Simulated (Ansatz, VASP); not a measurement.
**One calculation of K, two programs**

File INCAR:

```
SYSTEM = K
  PREC = Accurate
  ENCUT = 520
  EDIFF = 1E-7
  ISMEAR = 0
  SIGMA = 0.05
  LREAL = .False.
  LASPH = .True.
  NELM = 60
  ALGO = Fast
  ISIF = 2
  LWAVE = .False.
  LCHARG = .False.
  GGA = PE
  NBANDS = 10
```

Contents of KPOINTS:

```
regular mesh
0
Gamma
  12 12 12
  0 0 0
```

Contents of POSCAR:

```
K
1.0
    0.0000000000      3.3313151716      3.3313151716
    3.3313151716      0.0000000000      3.3313151716
    3.3313151716      3.3313151716      0.0000000000
K
1
Direct
    0.0000000000      0.0000000000      0.0000000000
```

Input for Ansatz:

```yaml
crystal:
  lattice:
    - [0.0, 3.3313151716, 3.3313151716]
    - [3.3313151716, 0.0, 3.3313151716]
    - [3.3313151716, 3.3313151716, 0.0]
  atoms:
    - { symbol: K, position: [0.0, 0.0, 0.0] }
basis:
  ecutwfc: 600
  ecutrho_ratio: 5
kpoints:
  mp_grid: { grid: [12, 12, 12] }
hamiltonian:
  xc: pbe
scf:
  occupations: { method: gaussian, width: 0.05 }
output:
  forces: true
  stress: true
  eigenvalues: true
```

Alike in both runs: task single point; functional PBE; k mesh 12 × 12 × 12; occupations gaussian, width 0.05 eV; no spin polarisation.

|  | VASP | Ansatz |
| --- | --- | --- |
| version | VASP 6.6.1 | Ansatz 0.2.0 |
| potentials or method | VASP PAW PBE potentials, release 64 (K_sv) | scalar-relativistic, plane waves, PAW |
| plane-wave cutoff (eV) | 520 | 600 |
| valence electrons in the cell | 9 | 9 |

|  | VASP | Ansatz | Ansatz less VASP |
| --- | --- | --- | --- |
| gap on the k mesh at the Fermi level (eV) | none | none | - |
| pressure (GPa) | 0.0 | 0.0 | +0.01 |

A gap of «none» marks a metal or a gap that the smearing closes. With one functional, cell and mesh, what is left measures potentials, basis and numerics.
